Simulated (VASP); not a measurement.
## ZnS (Sphalerite) with optB86b-vdW: from relaxation to properties

Aim: relax ZnS (Sphalerite) with optB86b-vdW, compute its properties on that cell and hold them against experiment. The steps: relaxing cell and atoms (optB86b-vdW), single point with fields (optB86b-vdW), bands along the symmetry lines (optB86b-vdW), total and projected DOS (optB86b-vdW), independent-particle dielectric function (optB86b-vdW), band structure (HSE06) and band structure (TB-mBJ). The start is a cell from a database of measured crystal structures.

Program: VASP 6.6.1. Level of theory: optB86b-vdW; plane waves and PAW (Zn, S), in the first sound run; inputs show where later runs differ. Results are calculated unless marked as measured.

**What experiment says.**

“On the Surface Hardening of Zinc Sulfide Windows by Gallium Sulfide” (2024, pmc:11595366) reports for ZnS, sphalerite (zinc blende), by powder X-ray diffraction (untreated commercial multispectral-grade CVD/HIP polycrystalline window): lattice constant a (cubic a, untreated; bracketed figure appears to be the next digit …) 5.411 Å [commercial polycrystalline ceramic window; bracketed digit ambiguous (next digit or …].

For ZnS, zincblende (literature value, sample not described, 19 K), “Electronic, vibrational, and thermodynamic properties of ZnS (zincblende and rocksalt structure)” (2009, arxiv:0911.5022) quotes earlier work: band gap (direct gap E0 at Gamma) 3.85 eV [literature value at 19 K; includes electron-phonon renormalization, which the paper puts …].

Most raw output is cut from this account.

### Step 1. The starting structure

Before any relaxation, the start is as follows. The structure is cubic, space group F-43m (No. 216). The conventional cell has a = 5.409 Å, b = 5.409 Å, c = 5.409 Å, α = 90.00°, β = 90.00°, γ = 90.00°. Nearest to Zn lie 4 S at 2.34 Å. S has 4 Zn at 2.34 Å nearest. Farther neighbours and most contacts between anions are not listed.

### Step 2. Relaxing cell and atoms (optB86b-vdW)

Properties are meant for the cell that this level of theory prefers, so cell and atoms are relaxed first (ISIF = 3) until forces and stress are small; EDIFFG sets the threshold. optB86b-vdW pairs nonlocal correlation with a less repulsive exchange of B86b form. LUSE_VDW switches on a nonlocal correlation term for dispersion.

Contents of INCAR:

```
SYSTEM = ZnS
PREC = Accurate
ENCUT = 400
EDIFF = 1E-06
NELM = 100
ISMEAR = 0
SIGMA = 0.05
LREAL = .FALSE.
ALGO = Normal
GGA = MK
AGGAC = 0
LUSE_VDW = .TRUE.
PARAM1 = 0.1234
PARAM2 = 1
LASPH = .TRUE.
NBANDS = 15
LORBIT = 11
LWAVE = .FALSE.
LCHARG = .FALSE.
KPAR = 2
IBRION = 2
NSW = 60
ISIF = 3
EDIFFG = -0.01
```

Contents of POSCAR:

```
ZnS
1.0
    0.0000000000      2.7046500000      2.7046500000
    2.7046500000      0.0000000000      2.7046500000
    2.7046500000      2.7046500000      0.0000000000
Zn S
1 1
Direct
    0.0000000000      0.0000000000      0.0000000000
    0.2500000000      0.2500000000      0.2500000000
```

Contents of KPOINTS:

```
Automatic mesh
0
Gamma
7 7 7
0 0 0
```

Potentials, in the order of the species: Zn and S (PBE family, release 64).

The run is started by

```bash
> mpirun -np 2 vasp_std
```

Run time: 45 s. Hardware: 2 MPI ranks of AMD EPYC 9R45, shared host; peak memory 0.59 GiB.

The gap is read on the k-mesh alone, so it is an upper bound where the band edges lie off the mesh. The PAW data sets were made with PBE, which is usual practice but a small mismatch for other functionals. The run keeps the 24 symmetry operations of its start, so it cannot find a distortion of lower symmetry.

The steps of the relaxation:

```
step  energy less that of the first step (eV)  largest force (eV/Å)  pressure (GPa)  volume (Å³)
   1                                   0.0000                0.0000           -0.37        39.57
   2                                  -0.0002                0.0000            0.15        39.31
   3                                  -0.0002                0.0000            0.02        39.38
```

```
conventional cell, symmetrised  before  after  change
                         a (Å)   5.409  5.401  -0.2 %
                         b (Å)   5.409  5.401  -0.2 %
                         c (Å)   5.409  5.401  -0.2 %
              volume (Å³/atom)   19.78  19.69  -0.5 %
```

The relaxed structure:

```
Zn S
1.0
     0.00000    2.70030    2.70030
     2.70030    0.00000    2.70030
     2.70030    2.70030    0.00000
Zn S
1 1
Direct
  0.00000 0.00000 0.00000
  0.25000 0.25000 0.25000
```

This step gave:

- electrons: 18
- bands: 15
- irreducible k-points: 20
- symmetry operations: 24
- free energy (TOTEN): -2.385 eV
- Fermi energy: 2.274 eV
- pressure: 0.02027 GPa
- metallic: no
- valence top at k: 0, 0, 0
- conduction bottom at k: 0, 0, 0
- least direct gap at k: 0, 0, 0
- SCF cycles over all ionic steps: 25
- gap on the k-mesh: 2.055 eV
- least direct gap on the k-mesh: 2.055 eV

It ends with forces that vanish by symmetry and a pressure of 0.02 GPa. The volume lies -0.5 % from that of the database's start, which holds the thermal and zero-point expansion of its experiment.

### Step 3. Single point with fields (optB86b-vdW)

The relaxed cell gets a fresh self-consistent run, on a basis set for its own volume, to fix the density and to check the remaining stress.

INCAR, as its differences from that of step 2:

```diff
@@ -18,7 +18,5 @@
 LWAVE = .FALSE.
-LCHARG = .FALSE.
-KPAR = 2
-IBRION = 2
-NSW = 60
-ISIF = 3
-EDIFFG = -0.01
+LCHARG = .TRUE.
+ISIF = 2
+LELF = .TRUE.
+LVHAR = .TRUE.
```

Contents of POSCAR:

```
ZnS
1.0
    0.0000000000      2.7002998892      2.7002998892
    2.7002998892      0.0000000000      2.7002998892
    2.7002998892      2.7002998892      0.0000000000
Zn S
1 1
Direct
    0.0000000000      0.0000000000      0.0000000000
    0.2500000000      0.2500000000      0.2500000000
```

KPOINTS is that of step 2.

The run is started by

```bash
> mpirun -np 2 vasp_std
```

The job ended after 13 s (2 MPI ranks; peak memory 0.46 GiB; 24 s of CPU time).

This step gave:

```
SCF cycles                     : 12
bands                          : 16
Fermi energy                   : 2.288 eV
pressure                       : -0.009359 GPa
gap on the k-mesh              : 2.054 eV
least direct gap on the k-mesh : 2.054 eV
```

Valence electrons inside each PAW sphere by angular momentum. Sphere charges, by row:

```
atom  s (e)  p (e)  d (e)  tot (e)
 Zn1  0.525   0.48  9.801    10.81
  S2  1.318  2.429      0    3.747
```

Electrostatic potential energy in the ac plane of a cell with a along [110], b along [-110] and c along [001] of the cube at fractional y = 0.000, with atoms of Zn and S within 0.2 Å of it. With pseudopotentials it is smooth inside the atoms' cores, unlike the true potential.

Ten even steps from '_' (-77 eV) to '@' (5 eV), each cell a mean:
```
%%%%%%@@@@@@@@@@%%%%%%%%%%%%@@@@@@@@%%%%%%
%%%%%%%%**==**%%%%%%%%%%%%%%##++++##%%%%%%
%%@@@@**..__..**@@@@%%@@@@%%--____--%%@@@@
@@@@@@++______++@@@@@@@@@@%%::____::%%@@@@
@@@@@@##--..--##@@@@@@@@@@%%++....++@@@@@@
@@@@@@@@%%##%%@@@@@@@@@@@@@@%%####%%@@@@@@
@@@@@@@@@@@@@@@@@@@@@@@@@@@@@@@@@@@@@@@@@@
@@@@@@@@@@@@@@@@@@@@@@@@@@@@@@@@@@@@@@@@@@
@@@@@@@@@@@@@@@@@@@@@@@@@@@@@@@@@@@@@@@@@@
@@@@@@@@@@@@@@@@@@@@@@@@@@@@@@@@@@@@@@@@@@
@@@@@@@@@@@@@@@@@@@@@@@@@@@@@@@@@@@@@@@@@@
%%%%@@@@@@@@@@@@@@%%%%%%@@@@@@@@@@@@@@@@%%
%%%%%%@@@@@@@@@@%%%%%%%%%%@@@@@@@@@@@@%%%%
%%%%%%@@@@@@@@@@%%%%%%%%%%%%@@@@@@@@%%%%%%
```
Columns run along a (7.6 Å; values clipped at the 3rd and 97th percentile), rows up along c (5.4 Å), edges of the conventional cell, whose origin can differ from the input's. Atoms in or near the plane, at fractional coordinates: Zn at (0.50, 0.00), Zn at (0.00, 0.00), S at (0.75, 0.75), S at (0.25, 0.75).

Valence density in the ac plane of a cell with a along [110], b along [-110] and c along [001] of the cube at fractional y = 0.000, with atoms of Zn and S within 0.2 Å of it. It is the smooth field of the valence electrons, not physical close to the nuclei.

Ten steps, logarithmic in the rise over the least value, from '_' (0 e/Å³) to '@' (16 e/Å³), each cell a mean:
```
@@##--::::::::::--##@@%%++::::::::::::++%%
**==::--======--::==**++------====------++
::::::====--====::::::::::--==----==--::::
__..::==--__--==::..__..::--==::::==--....
____::--======--::______..::======--::..__
____..::------::..________..::----::..____
______....::....____________........______
__________________________________________
__________________________________________
__________________________________________
..__________________....________________..
--::..__________..::--::..____________..--
##++::..______..::**####==..________..==##
@@%%--..........==%%@@@@**::........::**@@
```
Columns run along a (7.6 Å), rows up along c (5.4 Å), edges of the conventional cell, whose origin can differ from the input's. Atoms in or near the plane, at fractional coordinates: Zn at (0.50, 0.00), Zn at (0.00, 0.00), S at (0.75, 0.75), S at (0.25, 0.75).

ELF in the ac plane of a cell with a along [110], b along [-110] and c along [001] of the cube at fractional y = 0.000, with atoms of Zn and S within 0.2 Å of it. It is the smooth field of the valence electrons, not physical close to the nuclei.

Ten even steps from '_' (0.01) to '@' (0.87), each cell a mean:
```
____::++%%%%%%++::______..--##%%%%##--..__
..::==%%@@@@@@%%==::....--**@@@@@@@@**::..
..--##@@%%**%%@@##--..::++@@@@**##@@@@++::
..==%%@@##--##@@%%==..::**@@%%==++%%@@**::
__--##%%%%%%%%%%##--__..++%%@@%%%%@@%%++..
__..==##@@@@@@##==..____--**%%@@@@%%**::__
____..==**##**==..________--++####++--____
______..::::::..____________..::::..______
__________________________________________
__________________________________________
......__________..........____________....
..::....______....::..::....________....::
__..::..........::..____::............::__
____::::====--::::______..::--====--::..__
```
Columns run along a (7.6 Å), rows up along c (5.4 Å), edges of the conventional cell, whose origin can differ from the input's. Atoms in or near the plane, at fractional coordinates: Zn at (0.50, 0.00), Zn at (0.00, 0.00), S at (0.75, 0.75), S at (0.25, 0.75).

In this run the pressure is -0.01 GPa, small enough to go on.

### Step 4. Bands along the symmetry lines (optB86b-vdW)

Levels along the symmetry lines show where the bands peak and cross; KPOINTS_OPT computes them in the converged potential.

INCAR, as its differences from that of step 3:

```diff
@@ -15,8 +15,6 @@
 LASPH = .TRUE.
-NBANDS = 15
+NBANDS = 21
 LORBIT = 11
 LWAVE = .FALSE.
-LCHARG = .TRUE.
-ISIF = 2
-LELF = .TRUE.
-LVHAR = .TRUE.
+LCHARG = .FALSE.
+KPAR = 2
```

POSCAR is that of step 3.

KPOINTS is that of step 3.

Contents of KPOINTS_OPT:

```
Line mode
16
Line-mode
Reciprocal
  0.00000000   0.00000000   0.00000000 GAMMA
  0.50000000   0.00000000   0.50000000 X

  0.50000000   0.00000000   0.50000000 X
  0.50000000   0.25000000   0.75000000 W

  0.50000000   0.25000000   0.75000000 W
  0.37500000   0.37500000   0.75000000 K

  0.37500000   0.37500000   0.75000000 K
  0.00000000   0.00000000   0.00000000 GAMMA

  0.00000000   0.00000000   0.00000000 GAMMA
  0.50000000   0.50000000   0.50000000 L

  0.50000000   0.50000000   0.50000000 L
  0.62500000   0.25000000   0.62500000 U

  0.62500000   0.25000000   0.62500000 U
  0.50000000   0.25000000   0.75000000 W

  0.50000000   0.25000000   0.75000000 W
  0.50000000   0.50000000   0.50000000 L

  0.50000000   0.50000000   0.50000000 L
  0.37500000   0.37500000   0.75000000 K

  0.62500000   0.25000000   0.62500000 U
  0.50000000   0.00000000   0.50000000 X
```

The run is started by

```bash
> mpirun -np 2 vasp_std
```

Run time: 39 s. Hardware: 2 MPI ranks; peak memory 0.6 GiB; 74 s of CPU time.

Numbers from this step:

- bands: 21
- Fermi energy: 2.361 eV
- pressure: 0.03582 GPa
- least gap on mesh and path: 2.054 eV
- least direct gap on mesh and path: 2.055 eV

The electronic bands at the labelled points (eV, zero at the valence-band top; v1 is the highest filled band, c1 the lowest empty one):

```
          point     v4     v3     v2     v1    c1    c2     c3     c4
              Γ  -5.91   0.00   0.00   0.00  2.05  6.37   6.37   6.37
0.47 of the way  -5.88  -2.40  -1.13  -1.13  4.39  4.64   8.29   8.29
              X  -5.70  -4.60  -2.23  -2.23  3.35  4.03  10.93  11.93
0.47 of the way  -5.61  -4.60  -2.48  -2.47  4.13  4.73   9.79  10.07
              W  -5.51  -4.61  -2.76  -2.74  5.67  6.01   7.83   8.21
0.53 of the way  -5.55  -4.63  -3.05  -2.15  4.69  5.96   8.54   9.07
              K  -5.56  -4.65  -3.13  -1.81  4.08  5.94   9.37   9.76
0.47 of the way  -5.88  -3.32  -1.89  -0.57  4.55  6.54   6.94   7.39
              Γ  -5.91   0.00   0.00   0.00  2.05  6.37   6.37   6.37
0.47 of the way  -5.91  -2.63  -0.43  -0.43  3.41  6.75   6.96   6.96
              L  -5.71  -5.32  -0.87  -0.87  3.26  6.89   6.89   8.83
0.47 of the way  -5.66  -5.03  -2.05  -1.21  4.33  6.21   7.78   8.70
              U  -5.56  -4.65  -3.13  -1.81  4.08  5.94   9.37   9.76
0.47 of the way  -5.55  -4.63  -3.05  -2.15  4.69  5.96   8.54   9.07
              W  -5.51  -4.61  -2.76  -2.74  5.67  6.01   7.83   8.21
0.53 of the way  -5.65  -4.95  -2.24  -1.39  4.70  5.96   7.80   8.92
              L  -5.71  -5.32  -0.87  -0.87  3.26  6.89   6.89   8.83
0.47 of the way  -5.66  -5.03  -2.05  -1.21  4.33  6.21   7.78   8.70
              K  -5.56  -4.65  -3.13  -1.81  4.08  5.94   9.37   9.76
      jump to U  -5.56  -4.65  -3.13  -1.81  4.08  5.94   9.37   9.76
0.47 of the way  -5.64  -4.61  -2.65  -2.10  3.69  4.63  10.21  10.96
              X  -5.70  -4.60  -2.23  -2.23  3.35  4.03  10.93  11.93
```

Of the projections kept (Zn, S), the largest for each band there; the rest of the weight can lie on other orbitals:

```
point       v4       v3      v2      v1       c1       c2       c3       c4
    Γ  Zn 1.00   S 0.75  S 0.75  S 0.75  Zn 0.51  Zn 0.98  Zn 0.98  Zn 0.98
    X  Zn 0.97  Zn 0.71  S 0.72  S 0.72  Zn 0.79  Zn 0.80   S 0.78  Zn 0.59
    W  Zn 0.97  Zn 0.58  S 0.71  S 0.59   S 0.59  Zn 0.53  Zn 0.77  Zn 0.78
    K  Zn 0.97  Zn 0.59  S 0.61  S 0.71  Zn 0.78   S 0.51   S 0.62  Zn 0.64
    Γ  Zn 1.00   S 0.75  S 0.75  S 0.75  Zn 0.51  Zn 0.98  Zn 0.98  Zn 0.98
    L  Zn 0.98   S 0.53  S 0.73  S 0.73  Zn 0.70  Zn 0.91  Zn 0.91   S 0.77
```

The path finds the gap of the mesh within 0.02 eV, so the mesh comes close to both band edges.

### Step 5. Total and projected DOS (optB86b-vdW)

Here the states are counted by energy and projected on the atoms. The mesh is finer than in the run before.

INCAR, as its differences from that of step 4:

```diff
@@ -5,3 +5,3 @@
 NELM = 100
-ISMEAR = 0
+ISMEAR = -5
 SIGMA = 0.05
@@ -20 +20,2 @@
 KPAR = 2
+NEDOS = 2001
```

POSCAR is that of step 4.

Contents of KPOINTS:

```
Automatic mesh
0
Gamma
11 11 11
0 0 0
```

The run is started by

```bash
> mpirun -np 2 vasp_std
```

The job ended after 28 s (2 MPI ranks; peak memory 0.63 GiB).

Numbers from this step:

| Property | Result |
| --- | --- |
| irreducible k-points | 56 |
| free energy (TOTEN) | -2.386 eV |
| Fermi energy | 2.042 eV |
| pressure | 0.03068 GPa |
| gap on the k-mesh | 2.055 eV |
| least direct gap on the k-mesh | 2.055 eV |

The density of states has structure finer than the step of the table below, so its rows give means over 1 eV, whole bins alone (the curve runs from -12.0 to 9.98 eV). Peaks (eV: height): total -6.3: 23.3, -5.9: 25.3, -4.6: 3.57; S p -6.3: 1.07, -4.6: 0.879, -1.0: 0.843, 6.1: 0.34; Zn d -6.3: 20.4, -5.9: 24.4; Zn s -6.3: 0.158, -4.6: 0.819, 4.4: 0.396; Zn p -2.0: 0.180, 4.4: 0.137, 6.2: 0.244, 7.2: 0.427.

States under -12.0 eV and over 10.0 eV are left out. Density of states against energy, zero at the valence-band top; means over each step; values in states/eV/cell:

```
energy (eV)    total      S p    Zn d    Zn s     Zn p      S s
         -8        0        0       0       0        0        0
         -7   0.0404  0.00265  0.0320  9.3e-4   5.2e-5   9.2e-6
         -6     9.94    0.270    8.97  0.0697   0.0215   0.0214
         -5    0.808    0.192   0.126   0.161   0.0195   0.0106
         -4    0.781    0.179   0.158   0.133   0.0206   0.0258
         -3    0.915    0.291   0.113  0.0467   0.0738   0.0177
         -2     1.76    0.689   0.164  0.0339    0.163   0.0125
         -1     1.54    0.696   0.164  0.0117    0.121  0.00499
          0    0.209    0.104  0.0273  6.1e-4   0.0106   3.3e-4
          1        0        0       0       0        0        0
          2  0.00259   2.1e-4       0  6.7e-4   5.3e-6   6.1e-4
          3   0.0889   0.0102  9.2e-4  0.0206  0.00306   0.0146
          4     1.20    0.119  0.0373   0.220   0.0798   0.0902
          5     1.21    0.160  0.0470   0.213   0.0781   0.0412
          6     1.33    0.190  0.0491   0.105    0.147   0.0158
          7     1.30    0.100  0.0409  0.0157    0.268   0.0101
          8     1.32    0.157  0.0512  0.0234    0.219   0.0213
          9     1.07    0.162  0.0528  0.0157    0.141   0.0110
```

The gap on this mesh is 2.06 eV. In the top eV of the valence band the largest shares in the PAW spheres are S p 47 %, Zn d 12 % and Zn p 7 %; in the lowest eV of the conduction band, Zn s 24 %, S s 21 % and S p 12 %. The rest lies in smaller channels or between the spheres.

### Step 6. Independent-particle dielectric function (optB86b-vdW)

LOPTICS sums transitions from filled to empty bands. NBANDS is raised for it.

INCAR, as its differences from that of step 5:

```diff
@@ -5,3 +5,3 @@
 NELM = 100
-ISMEAR = -5
+ISMEAR = 0
 SIGMA = 0.05
@@ -15,3 +15,3 @@
 LASPH = .TRUE.
-NBANDS = 21
+NBANDS = 25
 LORBIT = 11
@@ -20,2 +20,4 @@
 KPAR = 2
-NEDOS = 2001
+LOPTICS = .TRUE.
+NEDOS = 1500
+CSHIFT = 0.1
```

POSCAR is that of step 5.

KPOINTS is that of step 5.

The run is started by

```bash
> mpirun -np 2 vasp_std
```

Run time: 32 s. Hardware: 2 MPI ranks; peak memory 0.68 GiB.

These are independent-particle spectra without excitons or local fields, and fine structure depends on the mesh and on CSHIFT.

This step gave:

```yaml
bands: 25
fermi_energy: 2.238 eV
pressure: 0.02248 GPa
```

The imaginary dielectric function, xx has structure finer than the step of the table below, so its rows give means over 1 eV, whole bins alone (the curve runs from 0 to 25.0 eV). Peaks (eV: height): 4.0: 5.50, 4.6: 7.63, 5.9: 14.5, 7.5: 9.82.

The imaginary dielectric function, xx by photon energy; means over each step:

photon energy (eV), imaginary dielectric function, xx and a bar:
```
        1        0.0 
        2        0.4 #
        3        1.5 ###
        4        3.9 ##########
        5        6.3 ################
        6       12.2 ##############################
        7        7.6 ###################
        8        7.3 ##################
        9        3.9 ##########
       10        2.6 ######
       11        2.1 #####
       12        1.6 ####
       13        1.1 ###
       14        0.9 ##
       15        0.6 #
       16        0.5 #
       17        0.4 #
       18        0.4 #
       19        0.4 #
       20        0.4 #
       21        0.3 #
       22        0.2 
       23        0.2 
       24        0.2
```

Real dielectric function, xx against photon energy:

photon energy (eV), real dielectric function, xx and a bar from the least value:
```
      0.0        6.4 ######################
      0.5        6.4 ######################
      1.0        6.6 ######################
      1.5        6.9 #######################
      2.0        7.5 ########################
      2.5        8.3 ##########################
      3.0        8.2 ##########################
      3.5        9.2 ############################
      4.0        9.1 ############################
      4.5       10.1 ##############################
      5.0        7.8 #########################
      5.5        9.7 #############################
      6.0        3.2 ###############
      6.5       -2.0 ###
      7.0        0.4 ########
      7.5        0.0 #######
      8.0       -3.4 
      8.5       -3.0 #
      9.0       -2.5 ##
      9.5       -2.5 ##
     10.0       -1.6 ####
     10.5       -1.3 #####
     11.0       -1.7 ####
     11.5       -1.2 #####
     12.0       -0.9 #####
     12.5       -1.3 #####
     13.0       -1.0 #####
     13.5       -0.9 ######
     14.0       -0.7 ######
     14.5       -0.6 ######
     15.0       -0.5 ######
     15.5       -0.3 #######
     16.0       -0.2 #######
     16.5       -0.2 #######
     17.0        0.0 #######
     17.5        0.1 ########
     18.0        0.0 ########
     18.5        0.1 ########
     19.0        0.2 ########
     19.5        0.2 ########
     20.0        0.1 ########
     20.5        0.2 ########
     21.0        0.3 ########
     21.5        0.2 ########
     22.0        0.3 ########
     22.5        0.3 ########
     23.0        0.3 ########
     23.5        0.4 ########
     24.0        0.4 ########
     24.5        0.4 ########
```

The mean of ε2 over directions passes 5 % of its top at 2.55 eV, against a least direct gap of 2.06 eV on this mesh, so the first direct transitions are weak, forbidden or few.

### Step 7. A semilocal run for the hybrid's start

This step: PBEsol; plane waves and PAW (Zn, S) (VASP 6.6.1).

A hybrid converges badly from random orbitals, so a cheap semilocal run writes a WAVECAR on the same mesh first.

Contents of INCAR:

```
SYSTEM = ZnS
PREC = Accurate
ENCUT = 400
EDIFF = 1E-05
NELM = 100
ISMEAR = 0
SIGMA = 0.05
LREAL = .FALSE.
ALGO = Normal
GGA = PS
NBANDS = 15
LORBIT = 11
LWAVE = .TRUE.
LCHARG = .FALSE.
KPAR = 2
```

POSCAR is that of step 6.

Contents of KPOINTS:

```
Automatic mesh
0
Gamma
5 5 5
0 0 0
```

The run is started by

```bash
> mpirun -np 2 vasp_std
```

Elapsed: 2.6 s, on 2 MPI ranks; peak memory 0.25 GiB.

A gap read on the k-mesh alone can miss the band edges.

This step gave:

```
SCF cycles                     : 11
bands                          : 15
irreducible k-points           : 10
free energy (TOTEN)            : -7.569 eV
Fermi energy                   : 2.276 eV
pressure                       : -1.884 GPa
gap on the k-mesh              : 1.980 eV
least direct gap on the k-mesh : 1.980 eV
```

(Continued in part 2 of 2.)

[Lines on the potential files, build, host, timing and source positions are cut from VASP's logs without a mark.]

[Logs are printed without paths, hosts, clocks, repeated set-up lines and the standing remarks that a program may print on its own settings, such as how far it seeks lower states.]

[Hosts, paths, dates, database ids (printed as entryN), source tags and the programs' standing remarks are cut or masked in the printed files.]

[A measured line is paired with the nearest computed mode of its activity, which favours agreement.]
